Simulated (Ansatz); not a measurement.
## BaTiO₃: reading a single point

```
Ba Ti O
1.0
     4.03387    0.00000    0.00000
     0.01042    4.03386    0.00000
     0.02084    0.02079    8.06767
Ba Ti O
2 2 6
Direct
  0.00000 0.00000 0.00000
  0.00000 0.00000 0.50000
  0.48600 0.48600 0.24300
  0.48600 0.48600 0.74300
  0.50840 0.50840 0.00925
  0.50840 0.50840 0.50925
  0.01850 0.50840 0.25420
  0.01850 0.50840 0.75420
  0.50840 0.01850 0.25420
  0.50840 0.01850 0.75420
```

The numbers come from plane-wave PAW DFT (Ansatz): PBE, no spin polarisation, 420 eV, 6×6×3 Γ-centred k points, fermi-dirac occupations (width 0.1 eV). Nothing was relaxed.

- Formation energy: -3.10 eV an atom against the elements' usual phases (free molecules for gases, crystals otherwise, with no correction for O₂ or N₂), so it is bound against them; other compounds may still compete. Relaxing would lower it.
- Stress: The pressure is 1.2 GPa (compression positive), so with the atoms held at these fractions the cell would first expand.
- Band edges: Within 0.7 eV of the edges, the states project mainly on O p (94 %) below the gap and on Ti d (85 %) above it.
- Forces: The largest is on Ti4 (and as large on other atoms): 0.16 eV/Å, components (-0.10, -0.10, -0.09). It makes 59° with the line to a nearest neighbour, O6 at 1.89 Å.
- Electronic structure: The gap on the k mesh is 2.35 eV; the mesh may miss the band edges, so the true gap of this level can be smaller.
- Charges: Bader charges in e: Ba +1.54, Ti +2.20, O -1.25. In the mean Ti gives up most and O takes most.
- Contacts: Ti–O at 1.89 Å: least valence density 0.84 e/Å³ and ELF 0.24 there. Ba–O at 2.81 Å: least valence density 0.18 e/Å³ and ELF 0.09 there, a closed-shell (ionic or weak) contact. Both are smooth PAW fields, read partly inside the augmentation spheres.

Origin: a database entry at a rescaled volume. Caveats: an odd or shifted mesh can miss the band edges, so this level's true gap may be smaller.
